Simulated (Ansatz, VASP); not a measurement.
# Si23O48 (V_Si): VASP beside Ansatz

One calculation is typed for both programs; each brings its own data sets. How far apart do they land? The structure shown is the start of the Ansatz relaxation below; VASP solves that cell, so the two are compared at the walk's first step.

Main program and level: Ansatz 0.2.0; plane waves, with VASP 6.6.1 beside it; single point at r2SCAN.

In doubt: warnings of the run leave room for a lower electronic state, so energies may not be the lowest and differences between runs may mislead.

## Step 1: The starting structure

The cell holds 71 atoms: 23 Si and 48 O. Cell: a = 9.990 Å, b = 9.990 Å, c = 10.996 Å, α = 90.0°, β = 90.0°, γ = 120.0°. It derives from SiO2 (SiO2 (P3_121)). Nearest the centre at fractional (0.266, 0.266, 0.500): O33 at 1.62 Å, O29 at 1.62 Å, O31 at 1.63 Å, O24 at 1.65 Å, Si2 at 3.08 Å, Si13 at 3.08 Å, Si5 at 3.10 Å, Si11 at 3.10 Å. The cell carries charge −1.

## Step 2: Ansatz: relaxation, r2SCAN

Ansatz runs on its PAW soft_1 files.

The two programs are compared at the cell with which this relaxation starts, whose forces are those of its first step.

Input file input.yaml:

```yaml
crystal:
  lattice:
    - [9.9898372, 0.0, 0.0]
    - [-4.9949186, 8.65145279, 0.0]
    - [0.0, 0.0, 10.99556557]
  atoms:
    - { symbol: Si, position: [0.26551436, 0.26551436, 0.0] }
    - { symbol: Si, position: [0.0, 0.23448564, 0.33333333] }
    - { symbol: Si, position: [0.23448564, 0.0, 0.16666667] }
    - { symbol: O, position: [0.13451903, 0.2066065, 0.39229212] }
    - { symbol: O, position: [0.2933935, 0.42791253, 0.05895878] }
    - { symbol: O, position: [0.07208747, 0.36548097, 0.22562545] }
    - { symbol: O, position: [0.2066065, 0.13451903, 0.10770788] }
    - { symbol: O, position: [0.36548097, 0.07208747, 0.27437455] }
    - { symbol: O, position: [0.42791253, 0.2933935, 0.44104122] }
    - { symbol: Si, position: [0.0, 0.23448564, 0.83333333] }
    - { symbol: Si, position: [0.23448564, 0.0, 0.66666667] }
    - { symbol: O, position: [0.13451903, 0.2066065, 0.89229212] }
    - { symbol: O, position: [0.2933935, 0.42791253, 0.55895878] }
    - { symbol: O, position: [0.07208747, 0.36548097, 0.72562545] }
    - { symbol: O, position: [0.2066065, 0.13451903, 0.60770788] }
    - { symbol: O, position: [0.36548097, 0.07208747, 0.77437455] }
    - { symbol: O, position: [0.42791253, 0.2933935, 0.94104122] }
    - { symbol: Si, position: [0.26551436, 0.76551436, 0.0] }
    - { symbol: Si, position: [0.0, 0.73448564, 0.33333333] }
    - { symbol: Si, position: [0.23448564, 0.5, 0.16666667] }
    - { symbol: O, position: [0.13451903, 0.7066065, 0.39229212] }
    - { symbol: O, position: [0.2933935, 0.92791253, 0.05895878] }
    - { symbol: O, position: [0.07208747, 0.86548097, 0.22562545] }
    - { symbol: O, position: [0.2066065, 0.63451903, 0.10770788] }
    - { symbol: O, position: [0.36548097, 0.57208747, 0.27437455] }
    - { symbol: O, position: [0.42791253, 0.7933935, 0.44104122] }
    - { symbol: Si, position: [0.26551436, 0.76551436, 0.5] }
    - { symbol: Si, position: [0.0, 0.73448564, 0.83333333] }
    - { symbol: Si, position: [0.23448564, 0.5, 0.66666667] }
    - { symbol: O, position: [0.13451903, 0.7066065, 0.89229212] }
    - { symbol: O, position: [0.2933935, 0.92791253, 0.55895878] }
    - { symbol: O, position: [0.07208747, 0.86548097, 0.72562545] }
    - { symbol: O, position: [0.2066065, 0.63451903, 0.60770788] }
    - { symbol: O, position: [0.36548097, 0.57208747, 0.77437455] }
    - { symbol: O, position: [0.42791253, 0.7933935, 0.94104122] }
    - { symbol: Si, position: [0.76551436, 0.26551436, 0.0] }
    - { symbol: Si, position: [0.5, 0.23448564, 0.33333333] }
    - { symbol: Si, position: [0.73448564, 0.0, 0.16666667] }
    - { symbol: O, position: [0.63451903, 0.2066065, 0.39229212] }
    - { symbol: O, position: [0.7933935, 0.42791253, 0.05895878] }
    - { symbol: O, position: [0.57208747, 0.36548097, 0.22562545] }
    - { symbol: O, position: [0.7066065, 0.13451903, 0.10770788] }
    - { symbol: O, position: [0.86548097, 0.07208747, 0.27437455] }
    - { symbol: O, position: [0.92791253, 0.2933935, 0.44104122] }
    - { symbol: Si, position: [0.76551436, 0.26551436, 0.5] }
    - { symbol: Si, position: [0.5, 0.23448564, 0.83333333] }
    - { symbol: Si, position: [0.73448564, 0.0, 0.66666667] }
    - { symbol: O, position: [0.63451903, 0.2066065, 0.89229212] }
    - { symbol: O, position: [0.7933935, 0.42791253, 0.55895878] }
    - { symbol: O, position: [0.57208747, 0.36548097, 0.72562545] }
    - { symbol: O, position: [0.7066065, 0.13451903, 0.60770788] }
    - { symbol: O, position: [0.86548097, 0.07208747, 0.77437455] }
    - { symbol: O, position: [0.92791253, 0.2933935, 0.94104122] }
    - { symbol: Si, position: [0.76551436, 0.76551436, 0.0] }
    - { symbol: Si, position: [0.5, 0.73448564, 0.33333333] }
    - { symbol: Si, position: [0.73448564, 0.5, 0.16666667] }
    - { symbol: O, position: [0.63451903, 0.7066065, 0.39229212] }
    - { symbol: O, position: [0.7933935, 0.92791253, 0.05895878] }
    - { symbol: O, position: [0.57208747, 0.86548097, 0.22562545] }
    - { symbol: O, position: [0.7066065, 0.63451903, 0.10770788] }
    - { symbol: O, position: [0.86548097, 0.57208747, 0.27437455] }
    - { symbol: O, position: [0.92791253, 0.7933935, 0.44104122] }
    - { symbol: Si, position: [0.76551436, 0.76551436, 0.5] }
    - { symbol: Si, position: [0.5, 0.73448564, 0.83333333] }
    - { symbol: Si, position: [0.73448564, 0.5, 0.66666667] }
    - { symbol: O, position: [0.63451903, 0.7066065, 0.89229212] }
    - { symbol: O, position: [0.7933935, 0.92791253, 0.55895878] }
    - { symbol: O, position: [0.57208747, 0.86548097, 0.72562545] }
    - { symbol: O, position: [0.7066065, 0.63451903, 0.60770788] }
    - { symbol: O, position: [0.86548097, 0.57208747, 0.77437455] }
    - { symbol: O, position: [0.92791253, 0.7933935, 0.94104122] }
  host:
    repeats: [2, 2, 2]
    atoms:
      - { symbol: Si, position: [0.53102872, 0.53102872, 0.0] }
      - { symbol: Si, position: [0.0, 0.46897128, 0.66666667] }
      # ... 7 more atoms of the perfect host
total_charge: -1
basis:
  ecutwfc: 500
  xc_grid: 2
hamiltonian:
  xc: r2scan
  pseudopotentials: { kind: paw, azcp: { folder: soft_1 } }
kpoints:
  mp_grid: { grid: [1, 1, 1], shift: [0.25, 0.25, 0.25] }
magnetization:
  spin_polarized: true
  initial_magnetization: 1
  spin_locking: { lock_magnetization: hard }
scf:
  occupations: { method: fermi_dirac, width: 0.01 }
  max_iter: 80
output:
  forces: true
  charged_corrections:
    epsilon: [2.49, 2.49, 2.52]
    static_epsilon: [4.64, 4.64, 4.86]
    defect_position: [0.265514, 0.265514, 0.5]
relax:
  f_tol: 0.02
  max_steps: 80
  random_displacement: { amplitude: 0.05, seed: 1789 }
checkpoint:
  write: "../qm1_M1.relax_smeared.run"
  compress: false
  write_wavefunctions: true
  write_every: 100000
```

Run with:

```console
ansatz run input.yaml --threads 4 --pin off --max-ram 15073MiB --backend cpu --events-out ev --progress --plain --runs-dir out
```

Numbers of over 12 decimals in the logs are rounded to 6 here.

Log:

```text
Warning: This run holds its total moment fixed (magnetization.spin_locking.lock_magnetization: hard) and mixes its density by anderson or broyden (scf.mixing.algorithm, typed or taken by auto). Slabs with a fixed moment have converged under broyden above another state at the same moment, at the default mixing steps and at smaller ones, and under scf.lower_state_search: standard, light or off a state that such a mixer [...]
Engine: ansatz 0.2.0, aarch64-unknown-linux-gnu
Pseudopotentials: kind: paw
Pseudopotential: Si, paw, valence charge 4, recommended cutoff 500 eV (meta_gga), soft_1/Si.paw.azcp
Pseudopotential: O, paw, valence charge 6, recommended cutoff 500 eV (meta_gga), soft_1/O.paw.azcp
Functional definition: r2SCAN
  parameter k0 = 0.174
  parameter k1 = 0.065
  parameter a1 = 4.9479
  exchange = r2scan_x(k0 = k0, k1 = k1, a1 = a1)
  correlation = r2scan_c
Crystal: 71 atoms, lattice volume = 950.309 Å³
Basis set: ecut = 500 eV, 24077 PW (Γ), exchange–correlation on 150×150×162 points (8 copies of the dense FFT grid, shifted against one another)
Bands: 262, of which v1, the nominal top of the filled ones, is band 191 counted from 1 (190 counted from 0)
Symmetry: 1 space group operations
k-points: 1
Non-local potential: Si, projectors of the file, l = 0: 2, l = 1: 2, l = 2: 1
Non-local potential: O, projectors of the file, l = 0: 2, l = 1: 2, l = 2: 1
PAW form: soft (Blöchl's): semilocal exchange-correlation on the pseudo side does not see the compensation charge
PAW frozen core: Si, regenerated for the run's functional (the file was generated under x = pbe(κ = 0.804, μ = 0.219515), c = pbe(β = 0.066725))
PAW frozen core: O, regenerated for the run's functional (the file was generated under x = pbe(κ = 0.804, μ = 0.219515), c = pbe(β = 0.066725))
PAW one-centre angular grid: Si, 302 points (default); XC on 160 Gauss nodes
PAW one-centre angular grid: O, 302 points (default); XC on 160 Gauss nodes
Initial density: superposition of atomic densities (chi_scale 0.1, normalization cell, long waves kept (reshape's long-wave potential 0.31 eV rms))
Starting moments: Σ|m| = 1 μB on 71 of 71 sites
Initial wavefunctions: pseudopotential atomic-orbital guess
Functional: x = r2scan, c = r2scan; τ floored in thin density (d = 2e-4 eV/Å³)
SCF iter   1: F=—  HF=-42080.917830 eV  |F-HF|=—  |Δ(HF+E_count)|=         —  Δρ=6.00e-2 (↑5.86e-2 ↓6.00e-2)  dr2=1.24e2  dr2_τ=3.57e0  dr2_m=2.97e-1  M=1.000 μB ∫|m|=1.050 μB  β_m=1.20  ethr=3.10e-3  ⟨swp⟩=6.0  Hψ=2336  notcnv=0  defer=98
preconditioner: auto → Resta (q_TF=auto, 2.343 Å⁻¹)  ε∞=2.6  [insulator: Δε(μ)=0.028 eV  Ē_g=18.383 eV  σ=0.010 eV  W_gap=0.61  n_scr=212 (ndim 8)  ℏωp=23.5 eV  f_vac=0.017  D(μ)=52.92/eV (n_scr^D=526)  ε∞_Penn≈2.6]
spin=Collinear: Resta preconditioning applied to the charge; magnetization (m = ρ↑ − ρ↓) channel mixes plain (no charge-response kernel on spin).
SCF iter   2: F=—  HF=-42059.363276 eV  |F-HF|=—  |Δ(HF+E_count)|=    2.16e1  Δρ=3.76e-2 (↑3.26e-2 ↓3.76e-2)  dr2=4.83e1  dr2_τ=6.29e-1  dr2_m=5.63e-1  M=1.000 μB ∫|m|=1.138 μB  β_m=1.20  ethr=3.10e-3  ⟨swp⟩=3.0  Hψ=1002  notcnv=0  defer=132  κ⁻¹=1.0e0(r=1)
SCF iter   3: F=—  HF=-42060.510131 eV  |F-HF|=—  |Δ(HF+E_count)|=    1.15e0  Δρ=3.96e-2 (↑2.55e-2 ↓3.96e-2)  dr2=4.49e1  dr2_τ=8.36e-1  dr2_m=1.26e0  M=1.000 μB ∫|m|=1.382 μB  β_m=1.20  ethr=3.10e-3  ⟨swp⟩=3.0  Hψ=964  notcnv=0  defer=130  κ⁻¹=4.5e-1(r=2)
SCF iter   4: F=—  HF=-42059.892209 eV  |F-HF|=—  |Δ(HF+E_count)|=   6.18e-1  Δρ=3.84e-2 (↑2.37e-2 ↓3.84e-2)  dr2=4.38e1  dr2_τ=6.86e-1  dr2_m=1.18e0  M=1.000 μB ∫|m|=1.225 μB  β_m=1.20  ethr=3.10e-3  ⟨swp⟩=2.0  Hψ=808  notcnv=0  defer=130  κ⁻¹=3.1e-1(r=3)
SCF iter   5: F=—  HF=-42059.258387 eV  |F-HF|=—  |Δ(HF+E_count)|=   6.34e-1  Δρ=3.02e-2 (↑2.17e-2 ↓3.02e-2)  dr2=3.32e1  dr2_τ=3.76e-1  dr2_m=4.16e-1  M=1.000 μB ∫|m|=1.184 μB  β_m=1.20  ethr=3.10e-3  ⟨swp⟩=2.0  Hψ=908  notcnv=0  defer=130  κ⁻¹=1.5e-1(r=4)
SCF iter   6: F=—  HF=-42058.426927 eV  |F-HF|=—  |Δ(HF+E_count)|=   8.31e-1  Δρ=2.33e-2 (↑1.72e-2 ↓2.33e-2)  dr2=1.65e1  dr2_τ=1.91e-1  dr2_m=4.34e-1  M=1.000 μB ∫|m|=1.685 μB  β_m=1.20  ethr=3.10e-3  ⟨swp⟩=1.5  Hψ=503  notcnv=0  defer=130  κ⁻¹=4.0e-3(r=5)
SCF iter   7: F=—  HF=-42059.311047 eV  |F-HF|=—  |Δ(HF+E_count)|=   8.84e-1  Δρ=2.25e-2 (↑2.00e-2 ↓2.25e-2)  dr2=1.72e1  dr2_τ=1.90e-1  dr2_m=9.83e-1  M=1.000 μB ∫|m|=2.167 μB  β_m=1.20  ethr=3.10e-3  ⟨swp⟩=2.5  Hψ=805  notcnv=0  defer=131  κ⁻¹=2.9e-3(r=6)
[...]
k-point 0 ↓: bands = [... 187 lower, 2.5709, 2.8319, 2.9615, 3.7563, 4.3132, 8.5832, 9.2353, 9.3321, ... 67 higher]
--- Relaxed structure (16 steps of the walk, 14 accepted, 0 SCFs on fresh bases) ---
  F+E_penalty+E_count = -42063.39638874 eV   max|allowed force component| = 1.343e-2 eV/Å
  atoms:
    - { symbol: Si, position: [0.262747, 0.260970, 0.00081388] }
    - { symbol: Si, position: [-0.00279109, 0.233748, 0.331326] }
    - { symbol: Si, position: [0.246429, 0.00306392, 0.172207] }
    - { symbol: O, position: [0.111625, 0.166473, 0.369382] }
    - { symbol: O, position: [0.288646, 0.415465, 0.068846] }
    - { symbol: O, position: [0.076456, 0.375279, 0.234942] }
    - { symbol: O, position: [0.215024, 0.125302, 0.099521] }
    - { symbol: O, position: [0.373809, 0.082893, 0.277208] }
    - { symbol: O, position: [0.442324, 0.286598, 0.469561] }
    - { symbol: Si, position: [0.000394162, 0.239778, 0.835474] }
    - { symbol: Si, position: [0.248074, 0.021366, 0.661226] }
    - { symbol: O, position: [0.125202, 0.207262, 0.902020] }
    - { symbol: O, position: [0.276658, 0.446658, 0.539110] }
    - { symbol: O, position: [0.081560, 0.374460, 0.734651] }
    - { symbol: O, position: [0.216868, 0.149818, 0.601584] }
    - { symbol: O, position: [0.385365, 0.090633, 0.763425] }
    - { symbol: O, position: [0.419942, 0.297205, 0.932053] }
    - { symbol: Si, position: [0.263674, 0.763828, 0.00222089] }
    - { symbol: Si, position: [0.00038765, 0.742248, 0.333240] }
    - { symbol: Si, position: [0.234773, 0.498296, 0.168322] }
    - { symbol: O, position: [0.124704, 0.710207, 0.401518] }
    - { symbol: O, position: [0.302955, 0.920574, 0.073184] }
    - { symbol: O, position: [0.083789, 0.871826, 0.229064] }
    - { symbol: O, position: [0.204286, 0.623578, 0.099275] }
    - { symbol: O, position: [0.368520, 0.581271, 0.269084] }
    - { symbol: O, position: [0.414560, 0.789961, 0.438670] }
    - { symbol: Si, position: [0.259386, 0.768018, 0.503298] }
    - { symbol: Si, position: [0.00821218, 0.751143, 0.828618] }
    - { symbol: Si, position: [0.233736, 0.504125, 0.665224] }
    - { symbol: O, position: [0.132214, 0.720646, 0.900017] }
    - { symbol: O, position: [0.293312, 0.927850, 0.563276] }
    - { symbol: O, position: [0.092704, 0.892339, 0.734123] }
    - { symbol: O, position: [0.203797, 0.637860, 0.609899] }
    - { symbol: O, position: [0.371194, 0.578909, 0.765619] }
    - { symbol: O, position: [0.418352, 0.787816, 0.935671] }
    - { symbol: Si, position: [0.759165, 0.257877, 0.00158945] }
    - { symbol: Si, position: [0.499479, 0.236812, 0.351813] }
    - { symbol: Si, position: [0.728993, -0.00891287, 0.164458] }
[...]
- { symbol: Si, position: [0.765259, 0.258577, 0.499163] }
    - { symbol: Si, position: [0.505465, 0.247594, 0.830981] }
    - { symbol: Si, position: [0.738721, 0.000750452, 0.668618] }
[...]
- { symbol: Si, position: [0.756979, 0.751363, -0.000190424] }
    - { symbol: Si, position: [0.494257, 0.736851, 0.336107] }
    - { symbol: Si, position: [0.732087, 0.492042, 0.175371] }
[...]
- { symbol: O, position: [0.871662, 0.583160, 0.271323] }
    - { symbol: O, position: [0.919455, 0.799973, 0.430615] }
    - { symbol: Si, position: [0.762250, 0.765161, 0.498103] }
    - { symbol: Si, position: [0.498161, 0.734633, 0.833135] }
    - { symbol: Si, position: [0.747515, 0.505235, 0.662280] }
    - { symbol: O, position: [0.622008, 0.700104, 0.899076] }
    - { symbol: O, position: [0.790836, 0.920054, 0.566552] }
    - { symbol: O, position: [0.582357, 0.871632, 0.734364] }
    - { symbol: O, position: [0.714316, 0.630211, 0.597161] }
    - { symbol: O, position: [0.890165, 0.594633, 0.756928] }
    - { symbol: O, position: [0.914372, 0.788960, 0.930757] }
```

(Continued in part 2 of 2.)

[Lines on the potential files, build, host, timing and source positions are cut from VASP's logs without a mark.]

[Logs are printed without paths, hosts, clocks, repeated set-up lines and the standing remarks that a program may print on its own settings, such as how far it seeks lower states.]

[Hosts, paths, dates, database ids (printed as entryN), source tags and the programs' standing remarks are cut or masked in the printed files.]
